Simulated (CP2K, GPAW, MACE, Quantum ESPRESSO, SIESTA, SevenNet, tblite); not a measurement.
**Quantum ESPRESSO on graphene armchair nanoribbon, H-capped (84 atoms): settings compared**

How far do other settings of Quantum ESPRESSO move the forces in graphene armchair nanoribbon, H-capped (84 atoms)? One run of the same program serves as the yardstick.

Main program and level: Quantum ESPRESSO 7.5; the method is named at each step.

## Step 1: Starting point

The cell holds 84 atoms: 72 C and 12 H. Its edges and angles: a = 12.783 Å, b = 25.418 Å, c = 10.000 Å, α = 90.0°, β = 90.0°, γ = 90.0°. It derives from C (graphene). Graphene (a = 2.46 Å), rectangular cell with x along the armchair direction; strip nominally 15 Å wide, 3 periods, edges capped with H, 10 Å of vacuum; minimised with a classical potential. Then every atom was moved at random, 0.02 Å r.m.s. a Cartesian component (hydrogen 0.6 of that). Regions: sheet, 72 atoms (72 C); hydrogen, 12 atoms (12 H). Vacuum lies along b and c. The structure's axis is a.

The yardstick, on the same geometry:

- method: Kohn-Sham DFT, PBE, SSSP efficiency 1.3.0 pseudopotentials, plane waves (Quantum ESPRESSO 7.5); sssp-pbe-1.3.0-efficiency, cutoffs 60/480 Ry, Γ point
- r.m.s. force component: 1.395 eV/Å
- longest force: 6.256 eV/Å
- gap (highest filled to lowest empty level): 0.5207 eV
- time: 53 min on 1 thread of Arm Neoverse N1, shared host
- CPU time: 53 min

## Step 2: PBE, sssp-1.3.0-efficiency, 20/160 Ry

Method: Kohn-Sham DFT, PBE, SSSP efficiency 1.3.0 pseudopotentials, plane waves.

pw.in reads:

```
&control
  calculation = 'scf'
  pseudo_dir = './pseudo'
  outdir = './tmp'
  disk_io = 'none'
  tprnfor = .true.
/
&system
  ibrav = 0
  nat = 84
  ntyp = 2
  ecutwfc = 20
  ecutrho = 160
  nosym = .true.
  occupations = 'smearing'
  smearing = 'fd'
  degauss = 0.003675
/
&electrons
  conv_thr = 4.2e-07
  electron_maxstep = 100
  mixing_beta = 0.2
  mixing_mode = 'local-TF'
  diagonalization = 'david'
/
ATOMIC_SPECIES
C 12.011 C.upf
H 1.008 H.upf
CELL_PARAMETERS angstrom
12.78253 0.00000 0.00000
0.00000 25.41794 0.00000
0.00000 0.00000 10.00000
ATOMIC_POSITIONS crystal
C 0.05398 0.28604 0.50129
C 0.11347 0.23981 0.49768
C 0.22027 0.24147 0.49996
C 0.28292 0.28673 0.50091
C 0.05419 0.38085 0.50000
C 0.10976 0.33371 0.50070
C 0.22382 0.33399 0.50010
C 0.27882 0.38137 0.49981
C 0.05687 0.47550 0.50033
C 0.11154 0.42979 0.50262
C 0.21936 0.42876 0.50122
C 0.28175 0.47587 0.49986
C 0.05554 0.57061 0.49884
C 0.11157 0.52477 0.50250
C 0.22135 0.52221 0.50192
C 0.27929 0.57077 0.50092
C 0.05244 0.66634 0.50129
C 0.11149 0.61965 0.49966
C 0.22141 0.61879 0.50030
C 0.27613 0.66675 0.50049
C 0.05468 0.75949 0.50081
C 0.10898 0.71307 0.50309
C 0.22521 0.71431 0.50147
C 0.28090 0.75995 0.50446
C 0.38671 0.28673 0.50100
C 0.44965 0.24066 0.50049
C 0.55536 0.23952 0.49798
C 0.61439 0.28569 0.49935
C 0.38656 0.38218 0.50176
C 0.44419 0.33519 0.49693
C 0.55591 0.33543 0.49658
C 0.61376 0.38151 0.50210
C 0.38793 0.47491 0.49850
C 0.44712 0.42814 0.49957
C 0.55353 0.42975 0.50095
C 0.61180 0.47531 0.50276
C 0.39175 0.57220 0.49696
C 0.44275 0.52257 0.50141
C 0.55644 0.52510 0.50041
C 0.61191 0.57174 0.50064
C 0.39109 0.66591 0.49798
C 0.44423 0.61885 0.50093
C 0.55767 0.61705 0.50169
C 0.60973 0.66562 0.50346
C 0.38591 0.75890 0.50113
C 0.44414 0.71435 0.50255
C 0.55396 0.71463 0.49522
C 0.60971 0.75921 0.50157
C 0.72049 0.28705 0.49820
C 0.78365 0.24082 0.50099
C 0.88743 0.24140 0.50040
C 0.94551 0.28699 0.49800
C 0.72441 0.38210 0.49899
C 0.77830 0.33465 0.49844
C 0.88830 0.33412 0.50351
C 0.94340 0.38095 0.49921
[... 24 atom lines left out ...]
H 0.74796 0.20072 0.50003
H 0.91959 0.20190 0.49851
H 0.75352 0.79885 0.50109
H 0.91331 0.79757 0.50132
K_POINTS gamma
```

The run is started by

```bash
OMP_NUM_THREADS=1 mpirun -np 4 pw.x -in pw.in > output.txt
```

What it wrote:

```text
Program PWSCF
     gamma-point specific algorithms are used
     one sub-group per band group will be used
     scalapack distributed-memory algorithm (size of sub-group:  2*  2 procs)
     Parallelization info
     sticks:   dense  smooth     PW     G-vecs:    dense   smooth      PW
     Min        3694    1846    463               187323    66215    8280
     Max        3698    1848    464               187326    66218    8281
     Sum       14781    7389   1855               749301   264865   33121
     bravais-lattice index     =            0
     lattice parameter (alat)  =      24.1555  a.u.
     unit-cell volume          =   21925.7154 (a.u.)^3
     number of atoms/cell      =           84
     number of atomic types    =            2
     number of electrons       =       300.00
     number of Kohn-Sham states=          180
     kinetic-energy cutoff     =      20.0000  Ry
     charge density cutoff     =     160.0000  Ry
     scf convergence threshold =      4.2E-07
     mixing beta               =       0.2000
     number of iterations used =            8  local-TF  mixing
     Exchange-correlation= PBE
                           (   1   4   3   4   0   0   0)
     crystal axes: (cart. coord. in units of alat)
               a(1) = (   1.000000   0.000000   0.000000 )
               a(2) = (   0.000000   1.988491   0.000000 )
               a(3) = (   0.000000   0.000000   0.782318 )
     reciprocal axes: (cart. coord. in units 2 pi/alat)
               b(1) = (  1.000000  0.000000  0.000000 )
               b(2) = (  0.000000  0.502894  0.000000 )
               b(3) = (  0.000000  0.000000  1.278253 )
     PseudoPot. # 1 for C :
     Pseudo is Projector augmented-wave + core cor, Zval =  4.0
     PseudoPot. # 2 for H :
     Pseudo is Ultrasoft, Zval =  1.0
     atomic species   valence    mass     pseudopotential
     C                 4.00    12.01100     C ( 1.00)
     H                 1.00     1.00800     H ( 1.00)
     No symmetry found
   Cartesian axes
     number of k points=     1  Fermi-Dirac smearing, width (Ry)=  0.0037
                       cart. coord. in units 2pi/alat
        k(    1) = (   0.0000000   0.0000000   0.0000000), wk =   2.0000000
     Dense  grid:   374651 G-vectors     FFT dimensions: ( 100, 200,  80)
     Smooth grid:   132433 G-vectors     FFT dimensions: (  72, 144,  54)
     Check: negative core charge=   -0.000013
     Initial potential from superposition of free atoms
     starting charge     299.9969, renormalised to     300.0000
     negative rho (up, down):  3.221E-02 0.000E+00
     Starting wfcs are  300 randomized atomic wfcs
     Self-consistent Calculation
     iteration #  1     ecut=    20.00 Ry     beta= 0.20
     negative rho (up, down):  1.084E-02 0.000E+00
     total energy              =   -1338.87448496 Ry
     estimated scf accuracy    <       8.20029844 Ry
     iteration #  2     ecut=    20.00 Ry     beta= 0.20
     negative rho (up, down):  1.096E-01 0.000E+00
     total energy              =   -1335.23686493 Ry
     estimated scf accuracy    <       6.51206273 Ry
     iteration #  3     ecut=    20.00 Ry     beta= 0.20
     negative rho (up, down):  9.821E-04 0.000E+00
     total energy              =   -1336.58713113 Ry
     estimated scf accuracy    <       0.79261653 Ry
     iteration #  4     ecut=    20.00 Ry     beta= 0.20
     negative rho (up, down):  8.155E-04 0.000E+00
     total energy              =   -1336.25143215 Ry
     estimated scf accuracy    <       1.68221727 Ry
     iteration #  5     ecut=    20.00 Ry     beta= 0.20
     negative rho (up, down):  2.154E-04 0.000E+00
     total energy              =   -1336.31656588 Ry
     estimated scf accuracy    <       0.56107119 Ry
     iteration #  6     ecut=    20.00 Ry     beta= 0.20
[...]
total energy              =   -1336.05236353 Ry
     estimated scf accuracy    <       0.56698716 Ry
[...]
c_bands:  1 eigenvalues not converged
[...]
c_bands:  1 eigenvalues not converged
[...]
total energy              =   -1336.07386965 Ry
[...]
iteration # 24     ecut=    20.00 Ry     beta= 0.20
[...]
total energy              =   -1336.07387075 Ry
     estimated scf accuracy    <       0.00000107 Ry
     iteration # 25     ecut=    20.00 Ry     beta= 0.20
     negative rho (up, down):  6.776E-02 0.000E+00
     total energy              =   -1336.07387145 Ry
     estimated scf accuracy    <       0.00000049 Ry
     iteration # 26     ecut=    20.00 Ry     beta= 0.20
     negative rho (up, down):  6.798E-02 0.000E+00
     End of self-consistent calculation
          k = 0.0000 0.0000 0.0000 ( 16561 PWs)   bands (ev):
   -21.6847 -21.3182 -21.0508 -21.0160 -20.7500 -20.6828 -20.6098 -20.1427
   -20.0344 -19.9908 -19.4043 -19.3344 -19.0815 -19.0600 -18.9838 -18.7231
   -18.6983 -18.4222 -18.3444 -18.2070 -18.1264 -17.8641 -17.5349 -17.4034
   -17.3166 -17.2131 -16.6318 -16.5572 -16.5236 -16.3928 -16.2691 -16.1892
   -16.0672 -15.5476 -15.4602 -15.2238 -14.9388 -14.8971 -14.7599 -14.6768
   -14.6607 -14.4545 -14.2978 -14.2565 -13.9510 -13.5237 -13.4851 -13.0570
[...]
-0.5563  -0.1940   0.0189   0.1300   0.2108   0.4040   0.4564   0.6573
     1.0405   1.0642   1.1702   1.2565   1.2696   1.3482   1.4137   1.7266
     1.9339   1.9398   2.0739   2.1465   2.1544   2.1560   2.1606   2.2845
     2.3447   2.3682   2.3924   2.4641
     the Fermi energy is    -1.6567 ev
!    total energy              =   -1336.07387231 Ry
     estimated scf accuracy    <       0.00000033 Ry
     smearing contrib. (-TS)   =      -0.00049857 Ry
     internal energy E=F+TS    =   -1336.07337374 Ry
     The total energy is F=E-TS. E is the sum of the following terms:
     one-electron contribution =   -6392.04670396 Ry
     hartree contribution      =    3256.04572447 Ry
     xc contribution           =    -342.96876452 Ry
     ewald contribution        =    2587.27415223 Ry
     one-center paw contrib.   =    -444.37778195 Ry
     convergence has been achieved in  26 iterations
     negative rho (up, down):  6.798E-02 0.000E+00
     Forces acting on atoms (cartesian axes, Ry/au):
     atom    1 type  1   force =     0.07236459    0.00502048   -0.01266639
     atom    2 type  1   force =    -0.00801011   -0.01812528    0.00876401
     atom    3 type  1   force =     0.03210081   -0.09196327   -0.00130886
     atom    4 type  1   force =    -0.23567786    0.00695588    0.00058153
     atom    5 type  1   force =     0.01933305    0.05260576    0.00387432
     atom    6 type  1   force =     0.05595600   -0.01892200   -0.00000346
[...]
atom   82 type  2   force =     0.03632100   -0.02096300    0.00125755
     atom   83 type  2   force =     0.03088222    0.04816242    0.00125328
     atom   84 type  2   force =    -0.04207702    0.05643858   -0.00052645
     Total force =     0.939025     Total SCF correction =     0.001078
     Message from routine punch:
     Nothing written, as per user request (disk_io='none')
```

Elapsed: 2.7 min, on 4 MPI ranks of Arm Neoverse N1, shared host; peak memory 2.1 GiB.

Banners, paths, timers and routine set-up lines are dropped from the logs unmarked, and long logs keep their key lines alone; longer cuts are marked.

Compared with the plane-wave run:

- r.m.s. force component: 1.521 eV/Å
- r.m.s. difference of force components: 258.3 meV/Å
- longest difference of force vectors: 964.6 meV/Å
- force difference over r.m.s. force: 18.51 %
- slope of forces against the reference's: 1.077
- correlation of force components: 0.988
- gap (highest filled to lowest empty level): 0.5204 eV
- gap difference: -0.0003 eV
- energy less the same-level run's: 881.5 meV/atom
- r.m.s. force difference from the same-level run: 258.3 meV/Å

This is a coarse setting, run to see what it loses.

Length of the force difference by element (eV/Å):

| element | atoms | mean | most |
| --- | --- | --- | --- |
| C | 72 | 0.32 | 0.96 |
| H | 12 | 0.64 | 0.69 |

Levels nearest the highest filled one (eV from it): -2.65, -2.57, -2.11, -2.04, -1.98, -1.92, -1.86, -1.79, -1.65, -0.95, -0.52, 0.00, 0.52, 1.17, 1.36, 1.72, 1.94, 2.05, 2.13, 2.32, 2.37, 2.57, 2.96, 2.98.

Local excerpt of 9 atoms (numbers count through the whole input) about C27, picked at random; x, y, z are measured from there.

| atom | x | y | z | distance (Å) | bonds | Fx | Fy | Fz (eV/Å) |
| --- | --- | --- | --- | --- | --- | --- | --- | --- |
| C27 | 0.00 | 0.00 | 0.00 | 0.00 | 3 | 0.59 | -0.31 | 0.17 |
| H78 | 0.44 | -0.97 | 0.02 | 1.06 | 1 | 0.93 | -1.33 | -0.03 |
| C26 | -1.35 | 0.03 | 0.03 | 1.35 | 3 | -2.29 | -1.69 | -0.03 |
| C28 | 0.75 | 1.17 | 0.01 | 1.40 | 3 | -4.10 | 1.85 | -0.35 |
| H77 | -1.84 | -0.97 | 0.03 | 2.08 | 1 | -0.19 | 0.06 | 0.03 |
| C49 | 2.11 | 1.21 | 0.00 | 2.43 | 3 | 4.03 | -0.56 | 0.19 |
| C31 | 0.01 | 2.44 | -0.01 | 2.44 | 3 | 0.86 | -2.87 | 0.31 |
| C25 | -2.16 | 1.20 | 0.03 | 2.47 | 3 | 6.54 | 0.15 | -0.24 |
| H81 | 2.46 | -0.99 | 0.02 | 2.65 | 1 | -0.28 | 0.24 | 0.06 |

Forces lie 19 % from the reference's, at 0.20 times its CPU time (on 4 against 1 cores).

Within one program, basis, potentials and functional, energies share a zero. Each run against its twin at the usual cutoff or grid and solver:

| run | twin | Δ energy (meV/atom) | Δ force, r.m.s. (meV/Å) | CPU time over the twin's |
| --- | --- | --- | --- | --- |
| QE PBE, sssp-1.3.0-efficiency, 20/160 Ry | sssp-1.3.0-efficiency, 60/480 Ry | 881 | 258 | 0.20 (this twin ran on 1 cores) |

## Step 3: Results

```yaml
force_difference_from_the_reference: QE PBE, sssp-1.3.0-efficiency, 20/160 Ry (coarse), 19 %
its_cpu_time: 11 min
```

In words: Runs with settings chosen to be coarse differ by 19 % (QE PBE, sssp-1.3.0-efficiency, 20/160 Ry). One electronic-structure run takes under half the reference's CPU time: QE PBE, sssp-1.3.0-efficiency, 20/160 Ry, at 19 % in 11 min against 53 min. PBE gaps agree with the reference's 0.521 eV within 0.001 eV. These are spacings on the run's k-points, which needn't hold the band edges. The runs have no spin polarisation, so any moments at edges, vacancies or dangling bonds can't form. The electronic-structure runs sample only Γ, in a cell whose periodic width is 13 Å.

[Also dropped from logs without a mark: logging warnings of Python, and SIESTA's first energy breakdown and zero terms.]

[Logs are printed without paths, hosts, clocks, repeated set-up lines and the standing remarks that a program may print on its own settings, such as how far it seeks lower states.]

[Hosts, paths, dates, database ids (printed as entryN), source tags and the programs' standing remarks are cut or masked in the printed files.]
